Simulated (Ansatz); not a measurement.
Computed with Ansatz, DFT PBE, scalar-relativistic, plane waves, PAW. All cells share a 420 eV cutoff and Γ-centred k meshes spaced at most about 0.3 Å⁻¹ (2π included). No spin polarisation.

These are static total energies at zero pressure.

Two forms of HfSi3O8 were relaxed alike.

A.

```
Hf Si O
1.0
     5.50146    0.00000    0.00000
     0.00000    5.50146    0.00000
     0.00000    0.00000    7.98639
Hf Si O
1 3 8
Direct
  0.00000 0.00000 0.50000
  0.50000 0.00000 0.77929
  0.00000 0.50000 0.22071
  0.50000 0.50000 0.00000
  0.73377 0.00000 0.65662
  0.24906 0.50000 0.10909
  0.26623 0.00000 0.65662
  0.75094 0.50000 0.10909
  0.00000 0.26623 0.34338
  0.50000 0.75094 0.89092
  0.00000 0.73377 0.34338
  0.50000 0.24906 0.89092
```

B.

```
Hf Si O
1.0
     3.76530   -3.83435    0.00000
     3.76530    3.83435    0.00000
    -0.00611    0.00000    7.59224
Hf Si O
1 3 8
Direct
  0.98008 0.01991 0.00000
  0.02348 0.52403 0.26873
  0.47597 0.97652 0.73127
  0.52262 0.47738 0.50000
  0.03767 0.81303 0.20631
  0.53688 0.23941 0.63157
  0.03087 0.35537 0.08984
  0.54122 0.74003 0.60632
  0.64463 0.96913 0.91016
  0.25997 0.45878 0.39368
  0.18697 0.96233 0.79369
  0.76059 0.46312 0.36844
```

Question: Which would you expect to be lower, and how large is the difference?

Answer: B is lower, by 13 meV/atom. A has space group P-4m2 (No. 115), 20.1 Å³/atom and a gap of 4.66 eV on its mesh; B has space group C2 (No. 5), 18.3 Å³/atom and a gap of 5.11 eV. Counting O atoms around Hf and Si (those within 1.25 times the shortest such distance or 1.15 times the sum of covalent radii, 1.27 where that leaves under three), A and B both have Hf 4, Si 4. The denser one is the lower, and pressure would at first widen the difference. Origin: A, invented; B, invented, then shaken at random and relaxed again. Shaken at random and relaxed again, A falls into B, 13 meV/atom lower, so it is a saddle point or a shallow minimum. Checks on B: no imaginary mode at Γ (other wave vectors untested).

These runs have no spin–orbit coupling, which can matter for Hf. Kohn–Sham gaps at this level usually fall short of measured ones. Cells without such a test can be saddle points.
